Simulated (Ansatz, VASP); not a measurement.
## SiC in VASP and in Ansatz

Contents of POSCAR:

```
SiC
1.0
    3.0732893240      0.0000000000      0.0000000000
   -1.5366446620      2.6615466278      0.0000000000
    0.0000000000      0.0000000000      4.8320273514
Si C
2 2
Direct
    0.3333333333      0.6666666667      0.2500000000
    0.6666666667      0.3333333333      0.7500000000
    0.6666666667      0.3333333333      0.2500000000
    0.3333333333      0.6666666667      0.7500000000
```

The input INCAR.step1:

```
PREC = Accurate ; ENCUT = 520
ISMEAR = -1 ; SIGMA = 0.02
LREAL = F ; LASPH = T
NELM = 100 ; NBANDS = 16
GGA = PE ; ALGO = Normal
EDIFF = 1E-4 ; LWAVE = T
LCHARG = F
```

INCAR.step2

```
PREC = Accurate ; ENCUT = 520
EDIFF = 1E-6 ; ISMEAR = -1
SIGMA = 0.02 ; LREAL = F
LASPH = T ; NELM = 100
ALGO = Normal ; ISIF = 2
LWAVE = F ; LCHARG = T
METAGGA = R2SCAN ; LMIXTAU = T
LELF = T ; LVHAR = T
NBANDS = 16 ; ISTART = 1
```

File KPOINTS:

```
Automatic mesh
0
Gamma
  9 9 4
```

Input for Ansatz:

```yaml
crystal:
  lattice:
    - [3.073289324, 0.0, 0.0]
    - [-1.536644662, 2.6615466278, 0.0]
    - [0.0, 0.0, 4.8320273514]
  atoms:
    - { symbol: Si, position: [0.3333333333, 0.6666666667, 0.25] }
    - { symbol: Si, position: [0.6666666667, 0.3333333333, 0.75] }
    - { symbol: C, position: [0.6666666667, 0.3333333333, 0.25] }
    - { symbol: C, position: [0.3333333333, 0.6666666667, 0.75] }
kpoints:
  mp_grid: { grid: [9, 9, 4] }
hamiltonian:
  xc: r2scan
scf:
  occupations: { method: fermi_dirac, width: 0.02 }
  n_extra_bands: 5
output:
  forces: true
  stress: true
  eigenvalues: true
```

Alike in both runs: task single point; functional r2SCAN; k mesh 9 × 9 × 4; occupations fermi-dirac, width 0.02 eV; no spin polarisation.

|  | VASP | Ansatz |
| --- | --- | --- |
| version | VASP 6.6.1 | Ansatz 0.2.0 |
| potentials or method | VASP PAW PBE potentials, release 64 (Si, C) | plane waves, PAW |
| plane-wave cutoff (eV) | 520 | 500 |
| valence electrons in the cell | 16 | 16 |

Ansatz gave:

```
pressure (GPa)                                  : 15.5
largest component of the traceless stress (GPa) : 9.94
```

Task: Which values does VASP return?

Result: Pressure (GPa): 15.2; largest component of the traceless stress (GPa): 9.47.

With one functional, cell and mesh, what is left measures potentials, basis and numerics.

Caveats: so large a pressure means that the cell lies far from this level's equilibrium, or that cutoff or potentials fall short (VASP); the potentials were made for another functional, which shifts forces and pressure (VASP); an odd mesh through Γ misses points on the zone boundary, where band edges often lie.
